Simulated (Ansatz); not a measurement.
Input and command of a calculation in Ansatz (plane waves; scalar-relativistic PAW potentials unless the input names others):

```yaml
crystal:
  lattice:
    - [2.5051851823, 0.0, 0.0]
    - [1.2500915931, 2.1709960402, 0.0]
    - [0.0, 0.0, 25.6789644448]
  atoms:
    - { symbol: B, position: [0.4998931262, 0.4998931262, 0.3310102328] }
    - { symbol: "N", position: [0.8334068838, 0.8334068838, 0.3310102328] }
    - { symbol: B, position: [0.8612957832, 0.8612957832, 0.4601745652] }
    - { symbol: "N", position: [0.1947457343, 0.1947457343, 0.4601328474] }
    - { symbol: B, position: [0.5380610145, 0.5380610145, 0.5872897525] }
    - { symbol: "N", position: [0.8715054796, 0.8715054796, 0.5840974402] }
    - { symbol: B, position: [0.8719496515, 0.8719496515, 0.6599320191], spin: 1.0 }
basis:
  ecutwfc: "36.7 Ry"
  precision: f64
kpoints:
  mp_grid: { grid: [12, 12, 1] }
hamiltonian:
  xc: pbe
  dispersion: d3bj
scf:
  occupations: { method: gaussian, width: 0.05 }
  eigensolver: { kind: davidson }
output:
  forces: true
  eigenvalues: true
magnetization:
  spin_polarized: true
efield:
  axis: 3
  dipole_correction: true
  ramp_width: 0.04
```

```bash
ansatz run input.yaml --threads 1 --pin off --max-ram 2560MiB --backend cpu --events-out ev --progress --plain --runs-dir out
```

Abridged log:
```
Basis set: ecut = 499.32893761 eV, 3567 PW (Γ), exchange–correlation on 40×40×384 points (8 copies of the dense FFT grid, shifted against one another)
Bands: 21, of which v1, the nominal top of the filled ones, is band 14 counted from 1 (13 counted from 0)
Symmetry: 2 space group operations
k-points: 43 of 144 (time reversal used)
SCF iter   1: F=—  HF=-1785.003320 eV  |F-HF|=—  |Δ(HF+E_count)|=         —  Δρ=5.17e-2 (↑5.17e-2 ↓5.13e-2) dr2=1.45e1  dr2_m=1.06e-1  M=0.252 μB ∫|m|=0.288 μB  β_m=0.30  ethr=5.37e-2  p=0.000 e·Å  D=1.42e-8 V/Å  ΔV_dip= 0.00 eV  dr2_dipole=2.65e-2  V_vac-E_F(+/−)=6.09/6.09 eV  ⟨swp⟩=2.1  Hψ=9960  notcnv=0
efield: sawtooth ramp at fractional position 0.9755 (placed from the atoms, in the widest stretch of the axis that holds none; the zero of the levels goes with the place), width 0.0400; the density the first Hamiltonian is built on has a dipole p = 0.000 e·Å; the dipole correction subtracts the counter field D = 1.42e-8 V/Å, which shifts the + side's vacuum level by  0.00 eV against the − side's; the planar-averaged density in the ramp window peaks in size at 6.3e-7 e/Å³
spin=Collinear: LDOS preconditioning applied to the charge; magnetization (m = ρ↑ − ρ↓) channel mixes plain (no charge-response kernel on spin).
SCF iter   2: F=—  HF=-1781.107633 eV  |F-HF|=—  |Δ(HF+E_count)|=    3.90e0  Δρ=2.67e-2 (↑2.67e-2 ↓2.59e-2) dr2=3.39e0  dr2_m=8.63e-2  M=0.097 μB ∫|m|=0.179 μB  β_m=0.30  ethr=5.37e-2  p=-0.038 e·Å  D=-4.90e-2 V/Å  ΔV_dip=1.26 eV  dr2_dipole=1.94e-2  V_vac-E_F(+/−)=5.71/4.45 eV  ⟨swp⟩=3.7  Hψ=3882  notcnv=0  defer=15  κ⁻¹=1.0e0(r=1)
SCF iter   3: F=—  HF=-1780.462066 eV  |F-HF|=—  |Δ(HF+E_count)|=   6.46e-1  Δρ=1.48e-2 (↑1.37e-2 ↓1.48e-2) dr2=1.01e0  dr2_m=4.35e-2  M=0.097 μB ∫|m|=0.155 μB  β_m=0.30  ethr=1.26e-2  p=-0.015 e·Å  D=-2.00e-2 V/Å  ΔV_dip=0.51 eV  dr2_dipole=9.80e-2  V_vac-E_F(+/−)=4.46/3.95 eV  ⟨swp⟩=4.8  Hψ=5289  notcnv=0  defer=144  κ⁻¹=1.3e-1(r=2)
SCF iter   4: F=—  HF=-1780.406933 eV  |F-HF|=—  |Δ(HF+E_count)|=   5.51e-2  Δρ=1.13e-2 (↑1.13e-2 ↓1.04e-2) dr2=4.45e-1  dr2_m=3.34e-2  M=0.014 μB ∫|m|=0.099 μB  β_m=0.30  ethr=3.73e-3  p=-0.083 e·Å  D=-1.07e-1 V/Å  ΔV_dip=2.75 eV  dr2_dipole=3.15e-2  V_vac-E_F(+/−)=5.18/2.43 eV  ⟨swp⟩=4.6  Hψ=4420  notcnv=0  defer=141  κ⁻¹=2.2e-2(r=3)
SCF iter   5: F=—  HF=-1780.369773 eV  |F-HF|=—  |Δ(HF+E_count)|=   3.72e-2  Δρ=5.50e-3 (↑5.35e-3 ↓5.50e-3) dr2=6.14e-2  dr2_m=1.77e-2  M=0.014 μB ∫|m|=0.078 μB  β_m=0.30  ethr=1.65e-3  p=-0.059 e·Å  D=-7.59e-2 V/Å  ΔV_dip=1.95 eV  dr2_dipole=2.73e-4  V_vac-E_F(+/−)=4.58/2.63 eV  ⟨swp⟩=4.7  Hψ=4681  notcnv=0  defer=82  κ⁻¹=5.2e-3(r=4)
SCF iter   6: F=—  HF=-1780.375296 eV  |F-HF|=—  |Δ(HF+E_count)|=   5.52e-3  Δρ=3.22e-3 (↑3.06e-3 ↓3.22e-3) dr2=6.18e-3  dr2_m=9.39e-3  M=0.014 μB ∫|m|=0.064 μB  β_m=0.30  ethr=2.25e-5  p=-0.065 e·Å  D=-8.41e-2 V/Å  ΔV_dip=2.16 eV  dr2_dipole=2.74e-7  V_vac-E_F(+/−)=4.46/2.30 eV  ⟨swp⟩=2.9  Hψ=8166  notcnv=0  defer=76  κ⁻¹=5.2e-4(r=5)
SCF iter   7: F=—  HF=-1780.383879 eV  |F-HF|=—  |Δ(HF+E_count)|=   8.58e-3  Δρ=2.08e-3 (↑2.08e-3 ↓2.03e-3) dr2=1.31e-3  dr2_m=5.05e-3  M=0.014 μB ∫|m|=0.054 μB  β_m=0.33  ethr=2.25e-5  p=-0.062 e·Å  D=-8.06e-2 V/Å  ΔV_dip=2.07 eV  dr2_dipole=4.82e-6  V_vac-E_F(+/−)=4.42/2.35 eV  ⟨swp⟩=4.4  Hψ=4181  notcnv=0  defer=90
Mixer restart at iter 7: flushing history
spin-set hold released at iteration 7 (site moments contracting): the magnetisation degrees of freedom join the quasi-Newton model from the next iteration; the mixer history was flushed
SCF iter   8: F=—  HF=-1780.388077 eV  |F-HF|=—  |Δ(HF+E_count)|=   4.20e-3  Δρ=1.50e-3 (↑1.42e-3 ↓1.50e-3) dr2=6.33e-4  dr2_m=2.57e-3  M=0.014 μB ∫|m|=0.044 μB  β_m=0.37  ethr=4.86e-6  p=-0.061 e·Å  D=-7.95e-2 V/Å  ΔV_dip=2.04 eV  dr2_dipole=3.62e-5  V_vac-E_F(+/−)=4.41/2.37 eV  ⟨swp⟩=3.4  Hψ=3358  notcnv=0  defer=51  κ⁻¹=1.0e0(r=1)
density mixer auto → broyden: gapped, with few screened modes (density of states about μ 0.27 of a free-electron gas's, 16 screened modes)
   ...
SCF iter  12: F=—  HF=-1780.392866 eV  |F-HF|=—  |Δ(HF+E_count)|=   9.23e-6  Δρ=6.78e-5 (↑6.78e-5 ↓6.72e-5) dr2=1.03e-6  dr2_m=5.46e-6  M=0.003 μB ∫|m|=0.006 μB  β_m=0.42  ethr=1.59e-8  p=-0.062 e·Å  D=-8.03e-2 V/Å  ΔV_dip=2.06 eV  dr2_dipole=1.09e-9  V_vac-E_F(+/−)=4.41/2.35 eV  ⟨swp⟩=3.3  Hψ=4081  notcnv=0  defer=16  κ⁻¹=9.7e-5(r=5)
SCF iter  13: F=—  HF=-1780.392884 eV  |F-HF|=—  |Δ(HF+E_count)|=   1.80e-5  Δρ=2.40e-5 (↑2.40e-5 ↓2.38e-5) dr2=1.41e-7  dr2_m=6.55e-7  M=0.001 μB ∫|m|=0.002 μB  β_m=1.20  ethr=3.81e-9  p=-0.062 e·Å  D=-8.03e-2 V/Å  ΔV_dip=2.06 eV  dr2_dipole=1.69e-9  V_vac-E_F(+/−)=4.41/2.35 eV  ⟨swp⟩=4.8  Hψ=4618  notcnv=0  defer=6  κ⁻¹=2.0e-5(r=6)
SCF iter  14: F=—  HF=-1780.392886 eV  |F-HF|=—  |Δ(HF+E_count)|=   2.07e-6  Δρ=9.65e-6 (↑9.65e-6 ↓9.13e-6) dr2=3.72e-8  dr2_m=9.99e-8  M=0.000 μB ∫|m|=0.001 μB  β_m=1.20  ethr=5.23e-10  p=-0.062 e·Å  D=-8.03e-2 V/Å  ΔV_dip=2.06 eV  dr2_dipole=1.36e-9  V_vac-E_F(+/−)=4.41/2.35 eV  ⟨swp⟩=4.1  Hψ=4040  notcnv=0  defer=5  κ⁻¹=1.1e-5(r=7)
SCF iter  15: F=—  HF=-1780.392886 eV  |F-HF|=—  |Δ(HF+E_count)|=   3.32e-7  Δρ=4.84e-6 (↑4.84e-6 ↓4.68e-6) dr2=1.86e-8  dr2_m=2.26e-8  M=0.000 μB ∫|m|=0.000 μB  β_m=0.62  ethr=1.38e-10  p=-0.062 e·Å  D=-8.03e-2 V/Å  ΔV_dip=2.06 eV  dr2_dipole=2.87e-10  V_vac-E_F(+/−)=4.41/2.35 eV  ⟨swp⟩=4.1  Hψ=3690  notcnv=0  defer=4  κ⁻¹=1.5e-6(r=8)
SCF iter  16: F=—  HF=-1780.392886 eV  |F-HF|=—  |Δ(HF+E_count)|=   8.41e-8  Δρ=2.11e-6 (↑2.11e-6 ↓2.04e-6) dr2=5.11e-9  dr2_m=3.79e-9  M=0.000 μB ∫|m|=0.000 μB  β_m=1.19  ethr=6.90e-11  p=-0.062 e·Å  D=-8.03e-2 V/Å  ΔV_dip=2.06 eV  dr2_dipole=2.33e-11  V_vac-E_F(+/−)=4.41/2.35 eV  ⟨swp⟩=4.0  Hψ=3679  notcnv=0  defer=2  κ⁻¹=2.1e-7(r=8)
SCF iter  17: F=—  HF=-1780.392886 eV  |F-HF|=—  |Δ(HF+E_count)|=   2.28e-8  Δρ=4.88e-7 (↑4.60e-7 ↓4.88e-7) dr2=3.29e-10  dr2_m=1.38e-10  M=0.000 μB ∫|m|=0.000 μB  β_m=0.30  ethr=1.89e-11  p=-0.062 e·Å  D=-8.03e-2 V/Å  ΔV_dip=2.06 eV  dr2_dipole=4.51e-13  V_vac-E_F(+/−)=4.41/2.35 eV  ⟨swp⟩=4.0  Hψ=3980  notcnv=0  defer=1  κ⁻¹=6.9e-8(r=8)
SCF iter  18: F=—  HF=-1780.392886 eV  |F-HF|=—  |Δ(HF+E_count)|=   2.64e-9  Δρ=1.96e-7 (↑1.96e-7 ↓1.95e-7) dr2=2.82e-11  dr2_m=3.66e-11  M= 0.000 μB ∫|m|=0.000 μB  β_m=0.64  ethr=1.22e-12  p=-0.062 e·Å  D=-8.03e-2 V/Å  ΔV_dip=2.06 eV  dr2_dipole=3.41e-14  V_vac-E_F(+/−)=4.41/2.35 eV  ⟨swp⟩=3.8  Hψ=4022  notcnv=0  defer=1  κ⁻¹=2.4e-7(r=8)
SCF iter  19: F=-1780.392886 eV  HF=-1780.392886 eV  |F-HF|=4.32e-12  |Δ(HF+E_count)|=  2.58e-10  Δρ=7.73e-8 (↑7.16e-8 ↓7.73e-8) dr2=5.19e-12  dr2_m=5.01e-12  M= 0.000 μB ∫|m|=0.000 μB  ethr=1.00e-12  p=-0.062 e·Å  D=-8.03e-2 V/Å  ΔV_dip=2.06 eV  dr2_dipole=8.49e-15  V_vac-E_F(+/−)=4.41/2.35 eV  ⟨swp⟩=2.4  Hψ=3011  notcnv=0
WARN: dispersion: an atom stands within reach of a switch of its C6 between two reference coordination numbers of its element: through that C6 alone, e_disp changes by 0.025 eV or more while the distances to its neighbours run over a stretch of 0.05 Å that contains this geometry (sites counted from 0 in the run's list of atoms or, in a supercell that it derives, in that cell's: here a list of 7) — site 6 (B): coordination number 1.228 (about 0.96 to 1.50 with every neighbour 0.05 Å farther or nearer), switch near 1.457 between the references 0.971 (weight 0.85) and 1.944 (weight 0.14), e_disp  ...
SCF 1 converged in 19 iterations: F = -1780.392886 eV  dr2 = 5.19e-12
WARN: the starting moments were not kept: the SCF closed with an absolute magnetisation of 1.9e-6 μB, where they sum to 1 μB in size (1 site). That is at most 0.1 of that sum. Measured as dr2_m measures the in/out step, that magnetisation stands 8.1e-13 eV from none, at or under the dr2_threshold of 1.0e-7 eV: it is no larger than a step whose dr2_m would equal this threshold. The system may hold no moment; this SCF shows only that its start led to no more than that. To try another start: raise the starting moments (crystal.atoms[].spin, magnetization.per_species, magnetization.initial_magneti ...
this state was not tested for a lower state beside it, because the mixer in use, unlike msr1, does not test its closes by its own steps (another_mixer; see scf.mixing.algorithm and scf.lower_state_search)
SCF converged after 19 iterations
Magnetization:  0.0000 μB (13.5000 up, 13.5000 down)
Absolute magnetization: 0.0000 μB (∫|ρ↑−ρ↓|, with the PAW one-centre terms)
Spin contamination: 0.0000 ħ² per cell (⟨S²⟩ above its minimum at these occupations)
Per-site moments (μB) at R_I (Å): [(1.51442762e-8, 0.59675160), (-2.42606680e-8, 0.59675160), (4.53991292e-8, 0.59663760), (-7.62335667e-8, 0.59663760), (-9.64973259e-9, 0.59758510), (6.19884392e-9, 0.59758510), (-6.30714694e-7, 0.80328369)]
Free energy (F): -1780.392886 eV
Harris-Foulkes:  -1780.392886 eV  (|F-HF|=4.32e-12)
Internal energy: -1780.392495 eV  (E = F + TS)
E sigma→0 (E₀):  -1780.392691 eV
Entropy (-TS):   -0.000392 eV (-0.056 meV/atom)
Fermi energy:    1.855675 eV
Dipole field:    D = -0.080316 V/Å  (p = -0.061989 e·Å, saw-weighted, corrected)
Work function:   Φ+ = 4.4099 eV   Φ− = 2.3475 eV
Levels:          The Fermi level and band energies are counted from a zero that moves with the ramp; work functions are not
  E_disp       = -1.042652  (pairwise vdW)
--- Forces (eV/Å), atoms counted from 1 ---
  atom   1  B      0.01106526     0.00639703     0.01394337
  atom   2  N     -0.00695761    -0.00402232    -0.01514033
  atom   3  B      0.00301239     0.00174152    -0.00291774
  atom   4  N     -0.00545993    -0.00315649     0.00421962
  atom   5  B     -0.00048891    -0.00028265     0.00499181
  atom   6  N      0.00037762     0.00021831    -0.00349123
  atom   7  B     -0.00154885    -0.00089542    -0.00160537
```

Apart from outputs, empty bands and the relaxation, which only the reference makes, the input differs from a reference run on usual settings in scf.eigensolver.kind: not typed → "davidson"; basis.precision: not typed → "f64"; basis.ecutwfc: 420 → "36.7 Ry". The reference, at the same geometry, ended its own course with largest force 0.019 eV/Å, no gap on the mesh. This run converged in 19 SCF iterations with an energy at zero smearing 2.55 meV/atom below the reference's, largest force 0.019 eV/Å, no gap on the mesh.

Time: 69 s on 1 thread of AMD EPYC 7R43 64-Core Processor (Zen 3), on a shared host, peak memory 0.49 GiB.